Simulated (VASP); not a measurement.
## Si: relaxation of the atoms with PBE+D3(BJ)

Si:

```
CELL_PARAMETERS angstrom
0.00000 2.70993 2.70993
2.70993 0.00000 2.70993
2.70993 2.70993 0.00000
ATOMIC_POSITIONS crystal
Si 0.75000 0.75000 0.75000
Si 0.50000 0.50000 0.50000
```

* Program: VASP 6.6.1
* Task: relaxation of the atoms
* Functional: PBE
* Dispersion: D3(BJ)
* Potentials or basis: VASP PAW PBE potentials, release 64 (Si)
* Cutoff: 600 eV
* k mesh: 10 × 10 × 10
* Occupations: gaussian, width 0.03 eV
* Spin: no spin polarisation
* Further INCAR settings: ALGO = Normal; EDIFF = 1e-07; IBRION = 2; EDIFFG = -0.01; NSW = 40

```
Pressure after relaxing    : 0.0 GPa
Band gap on the k mesh     : 0.57 eV, indirect (least direct gap 2.57 eV)
Dispersion energy per atom : -0.316 eV
```

Final structure:
```xyz
2
Lattice="0.0000 2.7099 2.7099 2.7099 0.0000 2.7099 2.7099 2.7099 0.0000" Properties=species:S:1:pos:R:3 pbc="T T T"
Si    4.0649    4.0649    4.0649
Si    2.7099    2.7099    2.7099
```

Levels at points of the mesh, in eV from the valence-band top:
| k point | band 1 | band 2 | band 3 | band 4 | band 5 | band 6 | band 7 | band 8 |
| --- | --- | --- | --- | --- | --- | --- | --- | --- |
| (0.00, 0.00, 0.00) | -12.00 | 0.00 | 0.00 | 0.00 | 2.57 | 2.57 | 2.57 | 3.44 |
| (0.50, 0.00, 0.00) | -9.65 | -6.99 | -1.20 | -1.20 | 1.56 | 3.34 | 3.34 | 7.74 |
| (0.50, 0.50, 0.00) | -7.83 | -7.83 | -2.86 | -2.86 | 0.70 | 0.70 | 10.17 | 10.17 |

Run time: 7.9 s on 1 thread of Intel(R) Xeon(R) Platinum 8488C (Sapphire Rapids), with other jobs on the host, peak memory 0.17 GiB.

Caveat: the relaxation stopped at its first step, so nothing moved. PBE gaps usually lie below the measured ones, often by a third to a half.
